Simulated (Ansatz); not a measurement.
# What LaGaS3 (model cell, started as cubic perovskite with Ga in the octahedra) distorts into, part 3 of 3

Which phase does LaGaS3 (model cell, started as cubic perovskite with Ga in the octahedra) fall into along its unstable mode, and how much energy does it gain?

Ansatz 0.2.0; DFT PBEsol, scalar-relativistic, plane waves, PAW; PAW set soft_1.

So far. Step 5 (Energy along the mode, all amplitudes (two of the runs …): The lowest of the steps tried is the last one, at 0.6 Å, 131 meV/atom below the parent; the bottom of the well need not coincide with a step. Step 7 (The new phase in its own primitive cell): The largest force component left is 0.43 meV/Å and the pressure is 0.000 GPa, within the tolerances set. The cell now holds 20.42 Å³/atom. The relaxed cell has a = 6.437, c = 9.857 Å (conventional setting).

The structure was built from a prototype and need not be the compound's stable phase.

## (8) Modes of the new phase, occupations fixed

A relaxed structure may still be a saddle point, so its zone-centre modes are computed. The response to a homogeneous field gives the Born charges and the dielectric tensor.

The input, input.yaml:

```yaml
crystal:
  lattice:
    - [-3.2186256259, 3.2186256259, 4.9285443207]
    - [3.2186256259, -3.2186256259, 4.9285443207]
    - [3.2186256259, 3.2186256259, -4.9285443207]
  atoms:
    - { symbol: La, position: [0.25, 0.75, 0.5] }
    - { symbol: La, position: [0.75, 0.25, 0.5] }
    - { symbol: Ga, position: [0.0, 0.0, 0.0] }
    - { symbol: Ga, position: [0.5, 0.5, 0.0] }
    - { symbol: S, position: [0.1762910289, 0.6762910289, 0.8525820579] }
    - { symbol: S, position: [0.8237089711, 0.3237089711, 0.1474179421] }
    - { symbol: S, position: [0.75, 0.75, 0.0] }
    - { symbol: S, position: [0.25, 0.25, 0.0] }
    - { symbol: S, position: [0.6762910289, 0.8237089711, 0.5] }
    - { symbol: S, position: [0.3237089711, 0.1762910289, 0.5] }
kpoints:
  mp_grid: { grid: [8, 8, 8] }
hamiltonian:
  xc: pbesol
  pseudopotentials: { kind: paw, azcp: { folder: soft_1 }, xc_functional: pbe }
scf:
  occupations: { method: fixed }
output:
  eigenvalues: true
phonons:
  method: dfpt
  dielectric: true
  rigid_motions: translations
```

Launch:

```sh
$ ansatz run input.yaml --threads 8 --pin off --max-ram 16384MiB --backend cpu --events-out ev --progress --plain --runs-dir out
```

Numbers of over 12 decimals in the logs are rounded to 6 here.

The program printed:

```text
[...]
Crystal: 10 atoms, lattice volume = 204.230 Å³
Basis set: ecut = 420 eV, 3969 PW (Γ), exchange–correlation on 96×96×96 points (8 copies of the dense FFT grid, shifted against one another)
Bands: 52, of which v1, the nominal top of the filled ones, is band 42 counted from 1 (41 counted from 0)
Symmetry: 16 space group operations
k-points: 260 of 512 (irreducible under 1 space group operation, time reversal used)
[...]
SCF iter   1: F=—  HF=-25133.181860 eV  |F-HF|=—  |Δ(HF+E_count)|=         —  Δρ=4.46e-2  dr2=7.36e0  ethr=3.10e-3  ⟨swp⟩=5.1  Hψ=51811  notcnv=0  defer=82
[...]
SCF iter  12: F=-25131.695151 eV  HF=-25131.695151 eV  |F-HF|=1.09e-11  |Δ(HF+E_count)|=  5.09e-11  Δρ=9.33e-8  dr2=2.99e-11  ethr=1.00e-12  ⟨swp⟩=22.6  Hψ=118409  notcnv=0
SCF 1 converged in 12 iterations: F = -25131.695151 eV  dr2 = 2.99e-11
[...]
NSCF: frozen V_eff on 3 k-points
DFPT response loops at Γ: preconditioner auto → Resta (q_TF=auto, 2.353 Å⁻¹)  ε∞=15.0 (no band partly filled); β = 1.00, the filter's whole step (`scf.mixing.beta` (0.50) is not read by the response loops at its default; to damp them type it under 1.00, their step now; it binds the ground state too); Broyden in place of MSR1
── the response to a field inside a basis, on 10×10×12 k-points: an SCF that follows is theirs, and a resumed run solves both again ──
Bands: 43, of which v1, the nominal top of the filled ones, is band 42 counted from 1 (41 counted from 0)
k-points: 330
[...]
Eigensolver: Dense (330 Hₖ)
SCF iter   1: F=—  HF=-25131.399807 eV  |F-HF|=—  |Δ(HF+E_count)|=         —  Δρ=4.23e-4  dr2=1.69e-4  ethr=1.00e-1
[...]
SCF iter   5: F=-25131.399828 eV  HF=-25131.399828 eV  |F-HF|=7.10e-9  |Δ(HF+E_count)|=   2.06e-7  Δρ=5.25e-6  dr2=8.59e-8  ethr=6.41e-10
SCF 1 converged in 5 iterations: F = -25131.399828 eV  dr2 = 8.59e-8
[...]
WARN: field response: ε∞ stands inside a basis, on 10×10×12 points; the force constants stand on the 8×8×8 k-mesh, whose period is 9.05 times the interband length at k = (0.0000, 0.0000, 0.0000), direct gap 0.305 eV, under 14: take them and everything formed from them as unconverged, and compare with a denser kpoints.mp_grid
SCF converged after 12 iterations
Free energy (F): -25131.695151 eV
[...]
Internal energy: -25131.695151 eV  (E = F + TS)
E sigma→0 (E₀):  -25131.695151 eV
Fermi energy:    9.004335 eV
[...]
--- Band table (eV; the first three rows and the last of 260) ---
  k-point 0: bands = [... 38 lower, 8.6375, 8.6582, 8.9657, 8.9657, 9.2703, 10.5387, 11.4816, 11.4816, ... 6 higher]
  k-point 1: bands = [... 38 lower, 8.3518, 8.5652, 8.5676, 9.0043, 9.7605, 10.7380, 11.4627, 11.4849, ... 6 higher]
  k-point 2: bands = [... 38 lower, 8.2511, 8.4090, 8.4096, 8.9682, 10.0161, 11.1583, 11.4167, 11.4715, ... 6 higher]
  k-point 259: bands = [... 38 lower, 8.4889, 8.5613, 8.7836, 8.7836, 11.3478, 11.4699, 11.4699, 11.5478, ... 6 higher]
--- Phonons (Γ-DFPT): 8 representative perturbations + reference, on 260 of 512 k-points (Σ response iterations 34) ---
  k mesh reduced under 1 symmetry operation, with k and −k counted as one. Each operation leaves every solved perturbation unchanged. A smaller set is not considered because the run solves the response to a homogeneous field
  ASR residual: 8.855e-5 → 0.000e0 eV/Å²; symmetrization residual: 2.177e-5 eV/Å²
  ASR residual per site (eV/Å²): 6.48e-5 6.48e-5 3.70e-5 3.70e-5 8.03e-5 8.03e-5 8.86e-5 8.86e-5 8.03e-5 8.03e-5
  Γ frequencies (cm⁻¹): -74.95 -74.95 0.00 0.00 0.00 31.18 66.86 66.86 88.26 88.26 90.27 92.70 92.70 141.87 141.87 142.28 185.37 198.67 202.09 209.75 210.37 210.37 216.42 233.10 233.10 264.91 294.58 338.46 338.46 364.84
  ε∞ (high-frequency dielectric tensor):
       13.625143    -0.000000     0.000000
       -0.000000    13.625143     0.000000
        0.000000     0.000000    11.004499
  softest optical mode at Γ: -74.95 cm⁻¹; the repairs (sum rule, projections) moved no ω² at Γ by more than (2.51 cm⁻¹)²
  Born effective charges Z* (e; rows j = field, columns β = displacement):
    site 0:
         4.27537    0.00000    0.00000
        -0.00000    4.27537    0.00000
         0.00000   -0.00000    5.52594
    site 1:
         4.27537    0.00000    0.00000
        -0.00000    4.27537    0.00000
        -0.00000    0.00000    5.52594
    site 2:
         3.96980    0.54613    0.00000
        -0.54613    3.96980   -0.00000
        -0.00000   -0.00000    4.56116
    site 3:
         3.96980   -0.54613    0.00000
         0.54613    3.96980    0.00000
        -0.00000   -0.00000    4.56116
    site 4:
        -2.92737    0.43173    0.00000
         0.43173   -2.92737    0.00000
         0.00000   -0.00000   -2.95277
    site 5:
        -2.92737    0.43173    0.00000
         0.43173   -2.92737   -0.00000
         0.00000    0.00000   -2.95277
    site 6:
        -2.39044    0.00000    0.00000
        -0.00000   -2.39044   -0.00000
        -0.00000   -0.00000   -4.18157
    site 7:
        -2.39044    0.00000    0.00000
        -0.00000   -2.39044    0.00000
        -0.00000   -0.00000   -4.18157
    site 8:
        -2.92737   -0.43173   -0.00000
        -0.43173   -2.92737   -0.00000
        -0.00000   -0.00000   -2.95277
    site 9:
        -2.92737   -0.43173   -0.00000
        -0.43173   -2.92737    0.00000
        -0.00000    0.00000   -2.95277
  Z* charge neutrality: 5.091e-2 e pre-enforcement
  solved inside a basis spanned on kpoints, on 10×10×12 k-points transformed towards the longest dipole: ε∞ is read to err by 8.6e-2, Z* by 4.1e-2 e (field_mesh: kpoints solves on kpoints); Z* is corrected for what the basis lacks
  optical modes at Γ without the LO–TO term, one row a degenerate level:
      ω (cm⁻¹)  modes    IR ((D/Å)²/amu)
        -74.95      2             0.0000
         31.18      1            15.3703
         66.86      2            13.0093
         88.26      2            21.4552
         90.27      1             0.0000
         92.70      2             0.0000
        141.87      2            24.0154
[...]
optical modes at Γ + LO–TO along q̂ = [1.0000, 0.0000, 0.0000]:
      ω (cm⁻¹)  modes    IR ((D/Å)²/amu)
[...]
optical modes at Γ + LO–TO along q̂ = [0.0000, 1.0000, 0.0000]:
      ω (cm⁻¹)  modes    IR ((D/Å)²/amu)
[...]
optical modes at Γ + LO–TO along q̂ = [0.0000, 0.0000, 1.0000]:
      ω (cm⁻¹)  modes    IR ((D/Å)²/amu)
[...]
185.37      1             0.0000
        198.67      1             0.0000
        202.09      1             0.0000
        209.75      1             0.0000
        210.37      2             0.0000
        216.42      1             0.0000
        233.10      2            18.0895
        264.91      1             0.0000
        270.73      1            28.7526
        317.45      1            44.7259
        338.46      2            23.6822
        364.84      1             0.0000
```

The job ended after 16 min (8 threads of Arm Neoverse V1, shared host; peak memory 11 GiB; 2 h of CPU time).

Numbers from this step:

```yaml
sum_rule_residual_before_enforcement: 8.86e-5 eV/Å²
miss_of_the_charge_sum_rule: 0.05091 e
estimated_error_of_the_dielectric_tensor: 0.08634
estimated_error_of_the_born_charges: 0.04129 e
point_group: 4/mmm
highest_optical_mode_at_the_zone_centre_no_lo_to_term: 364.8 cm⁻¹
lowest_optical_zone_centre_mode: -74.95 cm⁻¹
mean_high_frequency_dielectric_constant: 12.75
largest_born_charge_third_of_the_trace: 4.692 e
top_of_the_zone_centre_spectrum_with_the_field: 364.8 cm⁻¹
```

Patterns of degenerate modes are one choice out of their space. Modes at Γ, with each element's share of the kinetic energy (negative means imaginary):

| mode | frequency (cm⁻¹) | symmetry | La % | Ga % | S % |
| --- | --- | --- | --- | --- | --- |
| 1 | -75.0 | Eg | 23 | 0 | 77 |
| 2 | -75.0 | Eg | 23 | 0 | 77 |
| 3 | 0.0 | acoustic | 46 | 23 | 32 |
| 4 | 0.0 | acoustic | 46 | 23 | 32 |
| 5 | 0.0 | acoustic | 46 | 23 | 32 |
| 6 | 31.2 | A2u | 13 | 74 | 13 |
| 7 | 66.9 | Eu | 45 | 23 | 31 |
| 8 | 66.9 | Eu | 45 | 23 | 31 |
| 9 | 88.3 | Eu | 1 | 35 | 64 |
| 10 | 88.3 | Eu | 1 | 35 | 64 |
| 11 | 90.3 | B2g | 97 | 0 | 3 |
| 12 | 92.7 | Eg | 77 | 0 | 23 |
| 13 | 92.7 | Eg | 77 | 0 | 23 |
| 14 | 141.9 | Eu | 8 | 34 | 58 |
| 15 | 141.9 | Eu | 8 | 34 | 58 |
| 16 | 142.3 | A2u | 41 | 0 | 59 |
| 17 | 185.4 | A1u | 0 | 100 | 0 |
| 18 | 198.7 | B1u | 0 | 0 | 100 |
| 19 | 202.1 | A2g | 0 | 0 | 100 |
| 20 | 209.8 | B1g | 0 | 0 | 100 |
| 21 | 210.4 | Eg | 1 | 0 | 99 |
| 22 | 210.4 | Eg | 1 | 0 | 99 |
| 23 | 216.4 | A1g | 0 | 0 | 100 |
| 24 | 233.1 | Eu | 0 | 72 | 28 |
| 25 | 233.1 | Eu | 0 | 72 | 28 |
| 26 | 264.9 | B2g | 3 | 0 | 97 |
| 27 | 294.6 | A2u | 1 | 3 | 96 |
| 28 | 338.5 | Eu | 0 | 14 | 86 |
| 29 | 338.5 | Eu | 0 | 14 | 86 |
| 30 | 364.8 | A2g | 0 | 0 | 100 |

Displacements in mode 1 (-75.0 cm⁻¹), the largest set to 1:
```
La1  0.00  0.30  0.00
La2  0.00 -0.30  0.00
Ga3  0.00  0.00  0.00
Ga4  0.00  0.00  0.00
S5   0.00  0.00 -0.43
S6   0.00  0.00  0.43
S7  -0.01 -1.00  0.00
S8   0.01  1.00  0.00
S9   0.00  0.00  0.44
S10  0.00  0.00 -0.44
```

Displacements in mode 11 (90.3 cm⁻¹), the largest set to 1:
```
La1  0.00  0.00 -1.00
La2  0.00  0.00  1.00
Ga3  0.00  0.00  0.00
Ga4  0.00  0.00  0.00
S5   0.17  0.17  0.00
S6  -0.17 -0.17  0.00
S7   0.00  0.00  0.00
S8   0.00  0.00  0.00
S9   0.17 -0.17  0.00
S10 -0.17  0.17  0.00
```

Optical modes at the zone centre, without and with the macroscopic field of the longitudinal modes; each column is sorted by frequency, so a row need not hold one and the same mode. Modes with and without the field, by row:

```csv
rank among optical modes,no field (cm⁻¹),"q along (1, 0, 0) (cm⁻¹)","q along (0, 0, 1) (cm⁻¹)"
1,-75,-75,-75
2,-75,-75,-75
3,31.2,31.2,65.7
4,66.9,66.9,66.9
5,66.9,73.6,66.9
6,88.3,88.3,88.3
7,88.3,90.3,88.3
8,90.3,92.7,90.3
9,92.7,92.7,92.7
10,92.7,111.1,92.7
11,141.9,141.9,141.9
12,141.9,142.3,141.9
13,142.3,175.7,185.4
14,185.4,185.4,198.7
15,198.7,198.7,202.1
16,202.1,202.1,209.8
17,209.8,209.8,210.4
18,210.4,210.4,210.4
19,210.4,210.4,216.4
20,216.4,216.4,233.1
21,233.1,233.1,233.1
22,233.1,252.5,264.9
23,264.9,264.9,270.7
24,294.6,294.6,317.4
25,338.5,338.5,338.5
26,338.5,356.9,338.5
27,364.8,364.8,364.8
```

Born charge (rows field, columns displacement) (e), principal values of the symmetric part by kind of site:

| atom | atoms with these values | low | middle | high | mean |
| --- | --- | --- | --- | --- | --- |
| La1 | 2 | 4.28 | 4.28 | 5.53 | 4.69 |
| Ga3 | 2 | 3.97 | 3.97 | 4.56 | 4.17 |
| S5 | 4 | -3.36 | -2.95 | -2.50 | -2.94 |
| S7 | 2 | -4.18 | -2.39 | -2.39 | -2.99 |

In full for Ga3:

```
 3.97  0.55  0.00
-0.55  3.97  0.00
 0.00  0.00  4.56
```

High-frequency dielectric tensor:

```
13.63  0.00  0.00
 0.00 13.63  0.00
 0.00  0.00 11.00
```

Transverse modes; imaginary modes are left out. Lines of the infrared spectrum (strongest = 100):

```
position (cm⁻¹)  lines merged  relative intensity
             31             1                  19
             67             1                  16
             88             1                  27
             90             1                 0.0
             93             1                 0.0
            142             2                 100
            185             1                 0.0
            199             1                 0.0
            202             1                 0.0
            210             2                 0.0
            216             1                 0.0
            233             1                  23
            265             1                 0.0
            295             1                 3.6
            338             1                  30
            365             1                 0.0
```

Before it was imposed, the acoustic sum rule was missed by 8.9e-5 eV/Å² and the charge sum rule by 0.051 e. The charge miss is large and points to the mesh or the basis. The lowest optical mode is imaginary, 75.0i cm⁻¹, so the energy falls along it.

The log warns of the k mesh: “the force constants stand on the 8×8×8 k-mesh, whose period is 9.05 times the interband length at k = (0.0000, 0.0000, 0.0000), direct gap 0.305 eV, under 14: take them and everything formed from them as unconverged”.

## (9) Outcome

| Property | Result |
| --- | --- |
| unstable mode of the parent | q = (-0.5, -0.5, -0.5), 185i cm⁻¹ |
| depth at the lowest point sampled | 131 meV/atom |
| largest atomic shift at that point | 0.6 Å |
| space group reached (within 0.01 Å) | I4/mcm |
| energy gained over the parent (first relaxation, on the mesh of the frozen mode) | 156 meV/atom |
| volume per atom, phase reached | 20.4 Å³ |
| gap on the k-mesh, phase reached | 0.266 eV |
| lowest optical zone-centre mode, phase reached | -75.0 cm⁻¹ |
| highest optical mode at the zone centre (no LO-TO term), phase reached | 365 cm⁻¹ |

**Reading.** Along this mode the structure falls into I4/mcm, 156 meV/atom below the parent. At the parent's cell the well is 130.7 meV/atom deep on the steps tried, with its lowest point at a shift of 0.6 Å. That is the last step tried, so the steps alone don't bracket the bottom of the well. Relaxing atoms and cell changes the gain by +24.86 meV/atom against the lowest step (energies at zero smearing). The new phase still has an imaginary mode at the zone centre of its cell, so it is a saddle point on the way to a lower structure. Of the 4 patterns followed to their end from this parent, this one ends 22.6 meV/atom above the lowest, R-3c. Each path keeps the symmetry of its pattern, so a lower phase may lie along a pattern not tried. With the field response the log warns that the k mesh is coarse for the force constants too, so the frequencies may not be converged. With no gap, or one that is small against the smearing, the frequencies hang on the k mesh and the smearing, most of all near Kohn anomalies. Spin-orbit coupling is left out, which can matter for the heavy elements here. The PAW files were made for PBE and serve the other functionals too. A phonon run warned that its eigensolver left some bands unconverged in a pass. The starting cell was built on a prototype and not taken from a measurement, so the phase need not exist.

[Logs are printed without paths, hosts, clocks, repeated set-up lines and the standing remarks that a program may print on its own settings, such as how far it seeks lower states.]

[Hosts, paths, dates, database ids (printed as entryN), source tags and the programs' standing remarks are cut or masked in the printed files.]
